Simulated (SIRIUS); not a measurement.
# TaN (Fm-3m) in SIRIUS: equation of state

Aim: energy against volume of TaN in PBEsol, for its equilibrium volume and stiffness.

All numbers are computed with SIRIUS 7.12.0; they aren't measurements. Logs are shortened: lines on timing, memory, paths and dates and some standing lists are left out, and cuts for length are marked. The log counts tension as positive stress, the text compression.

**1. The structure**

The structure is cubic, space group Fm-3m (No. 225). The conventional cell has a = 4.423 Å, b = 4.423 Å, c = 4.423 Å, α = 90.00°, β = 90.00°, γ = 90.00°. Ta (site symmetry m-3m) is surrounded by 6 N at 2.21 Å. N (site symmetry m-3m) has 6 Ta at 2.21 Å as nearest neighbours.

The cell comes from a database or a generator and needn't be the stable form of this composition.

**2. Single point, PBEsol, 10.16 Å³/atom (volume scaled by 0.94)**

sirius.json reads:

```json
{
  "control": {
    "processing_unit": "cpu",
    "verbosity": 2,
    "num_bands_to_print": 16,
    "print_forces": true,
    "print_stress": true
  },
  "parameters": {
    "electronic_structure_method": "pseudopotential",
    "xc_functionals": ["XC_GGA_X_PBE_SOL", "XC_GGA_C_PBE_SOL"],
    "gk_cutoff": 9.2,
    "pw_cutoff": 18.4,
    "ngridk": [10, 10, 10],
    "shiftk": [0, 0, 0],
    "smearing": "fermi_dirac",
    "smearing_width": 0.0018374661,
    "num_bands": 16,
    "num_mag_dims": 0,
    "num_dft_iter": 100,
    "energy_tol": 1e-08,
    "density_tol": 1e-06
  },
  "iterative_solver": {
    "type": "davidson",
    "min_tolerance": 1e-10
  },
  "mixer": {
    "type": "anderson",
    "beta": 0.7,
    "max_history": 8
  },
  "settings": {
    "tol_ne": 1e-10,
    "pseudo_grid_cutoff": 6.5
  },
  "unit_cell": {
    "lattice_vectors": [
      [0.0, 0.707106781187, 0.707106781187],
      [0.707106781187, 0.0, 0.707106781187],
      [0.707106781187, 0.707106781187, 0.0]
    ],
    "lattice_vectors_scale": 5.7890681979,
    "atom_coordinate_units": "lattice",
    "atom_types": ["Ta", "N"],
    "atom_files": {
      "N": "N.json",
      "Ta": "Ta.json"
    },
    "atoms": {
      "Ta": [
        [0.5, 0.5, 0.5]
      ],
      "N": [
        [0.0, 0.0, 0.0]
      ]
    }
  }
}
```

Potentials or basis: PseudoDojo 0.4.1 PBEsol standard (scalar relativistic).

Launch:

```bash
$ upf_to_json N.upf
$ upf_to_json Ta.upf
$ OMP_NUM_THREADS=1 sirius.scf --input=sirius.json --output=out.json --task=0
```

What it wrote:

```text
[info] SIRIUS version : 7.12.0
[info] number of MPI ranks           : 1
[info] MPI grid                      : 1 1
[info] maximum number of OMP threads : 1
[fft] FFT context for density and potential
[fft] =====================================
[fft]   comm size                             : 1
[fft]   plane wave cutoff                     : 18.4
[fft]   grid size                             : 36 36 36   total : 46656
[fft]   grid limits                           : -17 18   -17 18   -17 18
[fft]   number of G-vectors within the cutoff : 7166
[fft]   local number of G-vectors             : 7166
[fft]   number of G-shells                    : 416
[fft] FFT context for coarse grid
[fft] =====================================
[fft]   comm size                             : 1
[fft]   plane wave cutoff                     : 18.4
[fft]   grid size                             : 36 36 36   total : 46656
[fft]   grid limits                           : -17 18   -17 18   -17 18
[fft]   number of G-vectors within the cutoff : 7166
[fft]   local number of G-vectors             : 7166
[fft]   number of G-shells                    : 416
[unit cell] lattice vectors
[unit cell]   a1 :       0.0000000000      4.0934893795      4.0934893795
[unit cell]   a2 :       4.0934893795      0.0000000000      4.0934893795
[unit cell]   a3 :       4.0934893795      4.0934893795      0.0000000000
[unit cell] reciprocal lattice vectors
[unit cell]   b1 :      -0.7674608048      0.7674608048      0.7674608048
[unit cell]   b2 :       0.7674608048     -0.7674608048      0.7674608048
[unit cell]   b3 :       0.7674608048      0.7674608048     -0.7674608048
[unit cell] unit cell volume :       137.18638101 [a.u.^3]
[unit cell] 1/sqrt(omega)    :         0.08537771
[unit cell] MT volume        :         0.00000000 ( 0.00%)
[unit cell] IT volume        :       137.18638101 (100.00%)
[unit cell] number of atom types : 2
[unit cell] type id : 0 symbol : Ta mt_radius :  14.310000 num_atoms : 1
[unit cell] type id : 1 symbol :  N mt_radius :  10.570000 num_atoms : 1
[unit cell] total number of atoms : 2
[unit cell] number of symmetry classes : 2
[unit cell] number of PAW atoms : 0
[unit cell] atom id  type id  class id             position                      vector_field
[unit cell] ------------------------------------------------------------------------------------------
[unit cell]      0        0        0      0.50000   0.50000   0.50000      0.00000   0.00000   0.00000
[unit cell]      1        1        1      0.00000   0.00000   0.00000      0.00000   0.00000   0.00000
[unit cell] atom id         position (Cartesian, a.u.)
[unit cell] ---------------------------------------------
[unit cell]      0       4.093489    4.093489    4.093489
[unit cell]      1       0.000000    0.000000    0.000000
[unit cell] class id : 0 atom id : 0
[unit cell] class id : 1 atom id : 1
[unit cell] minimum bond length:     4.093489
[unit cell] total number of pseudo wave-functions: 14
[sym] space group number   : 225
[sym] international symbol : Fm-3m
[sym] Hall symbol          : -F 4 2 3
[sym] space group transformation matrix :
[sym]   0.0000  0.5000  0.5000
[sym]   0.5000  0.0000  0.5000
[sym]   0.5000  0.5000  0.0000
[sym] space group origin shift :
[sym]   0.0000  0.0000  0.0000
[sym] number of space group operations  : 48
[sym] number of magnetic group operations : 48
[sym] metric tensor error: 0.0000e+00
[... 203 lines left out ...]
[find] Efermi                         :       0.82759607
[find] iteration : 2, RMS (target) : 4.0842e-02 (1.0000e-06) , energy difference (target) : -7.6582e-02 (1.0000e-08)
[find] | SCF iteration   3 out of 100|
[diagonalize] iterative solver tolerance (occupied, empty): 0.00125 0.00125
[diagonalize] average number of iterations: 1.2766
[find] Total energy                   :     -75.49468087 (Ha),    -150.98936174 (Ry)
[find] Free energy (E-TS)             :     -75.49489315 (Ha),    -150.98978629 (Ry)
[find] band gap (eV)                  :       0.00000000
[find] Efermi                         :       0.82543865
[find] iteration : 3, RMS (target) : 1.4418e-02 (1.0000e-06) , energy difference (target) : -8.1592e-04 (1.0000e-08)
[find] | SCF iteration   4 out of 100|
[diagonalize] iterative solver tolerance (occupied, empty): 0.000625 0.000625
[diagonalize] average number of iterations: 1.21277
[find] Total energy                   :     -75.49486022 (Ha),    -150.98972044 (Ry)
[... 68 lines left out ...]
[find] | SCF iteration  13 out of 100|
[diagonalize] iterative solver tolerance (occupied, empty): 7.52985e-07 7.52985e-07
[diagonalize] average number of iterations: 1.48936
[find] Total energy                   :     -75.49487876 (Ha),    -150.98975751 (Ry)
[find] Free energy (E-TS)             :     -75.49507641 (Ha),    -150.99015282 (Ry)
[find] band gap (eV)                  :       0.00000000
[find] Efermi                         :       0.82543878
[find] iteration : 13, RMS (target) : 3.9887e-06 (1.0000e-06) , energy difference (target) : -4.5765e-09 (1.0000e-08)
[find] bands are converged : true
[find] iterative solver converged : false
[find] +------------------------------+
[find] | SCF iteration  14 out of 100|
[find] +------------------------------+
[diagonalize] iterative solver tolerance (occupied, empty): 3.76492e-07 3.76492e-07
[diagonalize] average number of iterations: 1.12766
[diagonalize] Lowest band energies
[diagonalize] ik:    0   -1.726714   -0.484478   -0.484478   -0.484478    0.121257    0.679786    0.679786    0.679786    0.742316    0.742316    0.742316    0.826860    0.826860    0.895440    1.160034    1.746496
[diagonalize] ik:    1   -1.726469   -0.488355   -0.484817   -0.484817    0.130920    0.637876    0.650482    0.650482    0.756317    0.756317    0.759528    0.862885    0.862885    0.920689    1.188518    1.634608
[diagonalize] ik:    2   -1.725826   -0.498162   -0.485699   -0.485699    0.157207    0.568532    0.604142    0.604142    0.781085    0.788033    0.788033    0.936656    0.936656    0.973914    1.256335    1.509630
[diagonalize] ik:    3   -1.725028   -0.509669   -0.486778   -0.486778    0.193053    0.502205    0.566026    0.566026    0.812749    0.832673    0.832673    1.016258    1.017160    1.017160    1.288582    1.429720
[diagonalize] ik:    4   -1.724380   -0.518545   -0.487643   -0.487643    0.227745    0.450561    0.541926    0.541926    0.861089    0.878463    0.878463    1.006210    1.086766    1.086766    1.274275    1.324025
[diagonalize] ...
[diagonalize] ik:   42   -1.723391   -0.508039   -0.507571   -0.493974    0.200747    0.517823    0.568217    0.573040    0.783529    0.864521    0.942819    0.995883    1.038208    1.195062    1.247458    1.276899
[diagonalize] ik:   43   -1.723281   -0.514342   -0.498739   -0.497244    0.176736    0.574717    0.588408    0.606239    0.696234    0.934544    0.942090    0.965625    1.020770    1.111236    1.183939    1.395269
[diagonalize] ik:   44   -1.723493   -0.511037   -0.502271   -0.494637    0.199462    0.519516    0.568347    0.572057    0.777434    0.869852    0.949918    0.968247    1.053597    1.179469    1.225248    1.310757
[diagonalize] ik:   45   -1.723360   -0.509279   -0.504941   -0.495889    0.199918    0.523675    0.567195    0.570718    0.818079    0.820895    0.957385    0.998201    1.018665    1.210934    1.244542    1.293220
[diagonalize] ik:   46   -1.723279   -0.509620   -0.503661   -0.497903    0.192871    0.548864    0.569650    0.571728    0.773888    0.860520    0.965928    0.979332    1.011158    1.189732    1.242080    1.318595
[find] Charges and magnetic moments
[find] --------------------------------------------------------------------------------
[find] total charge          : 18.000000
[find] Energy
[find] --------------------------------------------------------------------------------
[find] valence_eval_sum               :      -1.19774461
[find] <rho|V^{XC}>                   :     -13.73520753
[find] <rho|E^{XC}>                   :     -17.85074385
[find] <mag|B^{XC}>                   :       0.00000000
[find] <rho|V^{H}>                    :      14.41581518
[find] one-electron contribution      :      -1.87835226 (Ha),      -3.75670452 (Ry)
[find] hartree contribution           :       7.20790759
[find] xc contribution                :     -17.85074385
[find] ewald contribution             :     -62.97368955
[find] PAW contribution               :       0.00000000
[find] smearing (-TS)                 :      -0.00019765
[find] SCF correction                 :      -0.00000069
[find] Total energy                   :     -75.49487876 (Ha),    -150.98975752 (Ry)
[find] Free energy (E-TS)             :     -75.49507641 (Ha),    -150.99015282 (Ry)
[find] band gap (eV)                  :       0.00000000
[find] Efermi                         :       0.82543869
[find] iteration : 14, RMS (target) : 4.8906e-07 (1.0000e-06) , energy difference (target) : -2.8998e-09 (1.0000e-08)
[find] bands are converged : true
[find] iterative solver converged : false
[find] converged after 15 SCF iterations!
[find] Charges and magnetic moments
[find] --------------------------------------------------------------------------------
[find] total charge          : 18.000000
[find] Energy
[find] --------------------------------------------------------------------------------
[find] valence_eval_sum               :      -1.19774461
[find] <rho|V^{XC}>                   :     -13.73520753
[find] <rho|E^{XC}>                   :     -17.85074385
[find] <mag|B^{XC}>                   :       0.00000000
[find] <rho|V^{H}>                    :      14.41581518
[find] one-electron contribution      :      -1.87835226 (Ha),      -3.75670452 (Ry)
[find] hartree contribution           :       7.20790759
[find] xc contribution                :     -17.85074385
[find] ewald contribution             :     -62.97368955
[find] PAW contribution               :       0.00000000
[find] smearing (-TS)                 :      -0.00019765
[find] SCF correction                 :      -0.00000069
[find] Total energy                   :     -75.49487876 (Ha),    -150.98975752 (Ry)
[find] Free energy (E-TS)             :     -75.49507641 (Ha),    -150.99015282 (Ry)
[find] band gap (eV)                  :       0.00000000
[find] Efermi                         :       0.82543869
[ground_state] === stress tensor components [kbar] ===
[ground_state] === stress_kin ===
[ground_state] -35001.470264    0.000000   -0.000000
[ground_state]     0.000000-35001.470264    0.000000
[ground_state]    -0.000000    0.000000-35001.470264
[ground_state] === stress_har ===
[ground_state] -5152.696486    0.000000    0.000000
[ground_state]     0.000000-5152.696486    0.000000
[ground_state]     0.000000    0.000000-5152.696486
[ground_state] === stress_ewald ===
[ground_state] 45017.823098    0.000000    0.000000
[ground_state]     0.00000045017.823098    0.000000
[ground_state]     0.000000    0.00000045017.823098
[ground_state] === stress_vloc ===
[ground_state] -2088.242082    0.000000   -0.000000
[ground_state]     0.000000-2088.242082    0.000000
[ground_state]    -0.000000    0.000000-2088.242082
[ground_state] === stress_xc ===
[ground_state] -8702.565260    0.000000    0.000000
[ground_state]     0.000000-8702.565260    0.000000
[ground_state]     0.000000    0.000000-8702.565260
[ground_state] === stress_core ===
[ground_state] 17723.163299    0.000000    0.000000
[ground_state]     0.00000017723.163299    0.000000
[ground_state]     0.000000    0.00000017723.163299
[ground_state] === stress_nonloc ===
[ground_state] -11902.386059    0.000000   -0.000000
[ground_state]     0.000000-11902.386059    0.000000
[ground_state]    -0.000000    0.000000-11902.386059
[ground_state] === stress_us_nl ===
[ground_state] -11902.386059    0.000000   -0.000000
[ground_state]     0.000000-11902.386059    0.000000
[ground_state]    -0.000000    0.000000-11902.386059
[ground_state] === stress_total ===
[ground_state]  -106.373754    0.000000   -0.000000
[ground_state]     0.000000 -106.373754    0.000000
[ground_state]    -0.000000    0.000000 -106.373754
[ground_state] ==== total Forces in Ha/bohr =====
[ground_state] atom:    0, force:       0.0000000      0.0000000      0.0000000
[... 14 lines left out ...]
[ground_state] atom:    0, force:       0.0000000      0.0000000      0.0000000
[ground_state] atom:    1, force:       0.0000000      0.0000000      0.0000000
[~DFT_ground_state] local op. applied: 23840
[~DFT_ground_state] evp. work count: 6116.26
[~DFT_ground_state] number of iterative solver steps: 1216
```

It took 18 s on 1 thread of Intel Xeon 6975P-C (Granite Rapids), shared host; peak memory 0.26 GiB.

What came out:

```yaml
Free_energy: -2054.3257 eV
Pressure: 10.6 GPa
Band_gap_on_the_k_mesh: none (metal or under the smearing width)
```

**3. Single point, PBEsol, 10.38 Å³/atom (volume scaled by 0.96)**

Changes to sirius.json since step 2:

```diff
@@ -42,3 +42,3 @@
     ],
-    "lattice_vectors_scale": 5.7890681979,
+    "lattice_vectors_scale": 5.8298376269,
     "atom_coordinate_units": "lattice",
```

Potentials or basis: PseudoDojo 0.4.1 PBEsol standard (scalar relativistic).

Launch:

```bash
$ upf_to_json N.upf
$ upf_to_json Ta.upf
$ OMP_NUM_THREADS=1 sirius.scf --input=sirius.json --output=out.json --task=0
```

Run time: 21 s. Hardware: 1 thread of Intel Xeon 6975P-C (Granite Rapids), shared host; peak memory 0.27 GiB.

It converged, with:

```yaml
Free_energy: -2054.3433 eV
Pressure: 2.6 GPa
Band_gap_on_the_k_mesh: none (metal or under the smearing width)
```

**4. Single point, PBEsol, 10.60 Å³/atom (volume scaled by 0.98)**

Changes to sirius.json since step 3:

```diff
@@ -42,3 +42,3 @@
     ],
-    "lattice_vectors_scale": 5.8298376269,
+    "lattice_vectors_scale": 5.8700446744,
     "atom_coordinate_units": "lattice",
```

Launch:

```bash
$ upf_to_json N.upf
$ upf_to_json Ta.upf
$ OMP_NUM_THREADS=1 sirius.scf --input=sirius.json --output=out.json --task=0
```

Wall time 20 s (1 thread of Intel Xeon 6975P-C (Granite Rapids), shared host); peak memory 0.28 GiB.

The run converged. Its results:

* Free energy: -2054.3403 eV
* Pressure: -4.7 GPa
* Band gap on the k mesh: none (metal or under the smearing width)

**5. Single point, PBEsol, 11.03 Å³/atom (volume scaled by 1.02)**

Changes to sirius.json since step 4:

```diff
@@ -42,3 +42,3 @@
     ],
-    "lattice_vectors_scale": 5.8700446744,
+    "lattice_vectors_scale": 5.9488466235,
     "atom_coordinate_units": "lattice",
```

Launch:

```bash
$ upf_to_json N.upf
$ upf_to_json Ta.upf
$ OMP_NUM_THREADS=1 sirius.scf --input=sirius.json --output=out.json --task=0
```

Wall time 22 s (1 thread of Intel Xeon 6975P-C (Granite Rapids), shared host); peak memory 0.29 GiB.

Results (log left out):

```yaml
Free_energy: -2054.2809 eV
Pressure: -16.9 GPa
Band_gap_on_the_k_mesh: none (metal or under the smearing width)
```

(Continued in part 2 of 2.)
